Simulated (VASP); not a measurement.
The system is Mg2Ge.

```xyz
3
Lattice="0.0000 3.2780 3.2780 3.2780 0.0000 3.2780 3.2780 3.2780 0.0000" Properties=species:S:1:pos:R:3 pbc="T T T"
Mg    1.6390    1.6390    1.6390
Mg    4.9170    4.9170    4.9170
Ge    0.0000    0.0000    0.0000
```

The cell was built by a generator and needn't be a form met in nature.

```yaml
Program: VASP 6.6.1
Task: relaxation of cell and atoms
Functional: r2SCAN
Potentials_or_basis: VASP PAW PBE potentials, release 64 (Mg, Ge_d)
Cutoff: 600 eV
k_mesh: 5 × 5 × 5
Occupations: methfessel-paxton, width 0.0105 eV
Spin: no spin polarisation
```

At the start: pressure -4.4 GPa; volume 23.48 Å³/atom.

Problem. Where does the relaxation end?

Solution. Over 3 steps the energy falls by 31.5 meV/atom and the volume is 21.38 Å³/atom (-9.0 %); space group Fm-3m (No. 225, to 0.05 Å).

The path:
```csv
step,energy change (eV),largest force (eV/Å),pressure (GPa),volume (Å³)
1,0.0000,0.0000,-4.43,70.45
2,-0.0944,0.0000,0.09,64.04
3,-0.0944,0.0000,0.00,64.14
```

Final structure:
```
Mg Ge
1.0
     0.00000    3.17712    3.17712
     3.17712    0.00000    3.17712
     3.17712    3.17712    0.00000
Mg Ge
2 1
Direct
  0.25000 0.25000 0.25000
  0.75000 0.75000 0.75000
  0.00000 0.00000 0.00000
```

Caveat: the PAW data sets were made with another functional, which shifts forces and pressure a little.
